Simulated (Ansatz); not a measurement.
A 2-atom cell of CsI (Pm-3m) from a materials database (r2SCAN geometry), in Ansatz:

```
CELL_PARAMETERS angstrom
4.60817 0.00000 0.00000
0.00000 4.60817 0.00000
0.00000 0.00000 4.60817
ATOMIC_POSITIONS crystal
Cs 0.00000 0.00000 0.00000
I 0.50000 0.50000 0.50000
```

G0W0@PBE with 725 empty bands, a screening cutoff of 220 eV and a 4×4×4 mesh (PAW, contour deformation) gives 5.781 eV over the mesh points, from a PBE gap of 3.800 eV; it sums over 738 bands with 739 plane waves in the screening and a wave cutoff of 420 eV. No extrapolation in bands, cutoff or mesh was made for G0W0. No spin polarisation and no zero-point or thermal motion.

(1) Another run gave a Kohn-Sham gap of 3.800 eV and a G0W0 gap of 5.796 eV, summing over 1345 bands with 1189 plane waves in the screening and a wave cutoff of 420 eV. What was changed?

(2) Estimate the gap with starting point PBE0.

(3) Estimate the gap with starting point HSE06.

(4) Estimate the gap with empty bands 292, screening cutoff 120 eV.

Answers

(1) Empty bands 1332, screening cutoff 300 eV. The counts of bands and plane waves show it.

(2) 6.463 eV (+0.682 eV), from a Kohn-Sham gap of 5.476 eV.

(3) 6.248 eV (+0.467 eV), from a Kohn-Sham gap of 4.794 eV.

(4) 5.715 eV (-0.066 eV), from a Kohn-Sham gap of 3.800 eV.

Spin-orbit coupling is left out, which matters wherever the heavy atoms make up the band edges.
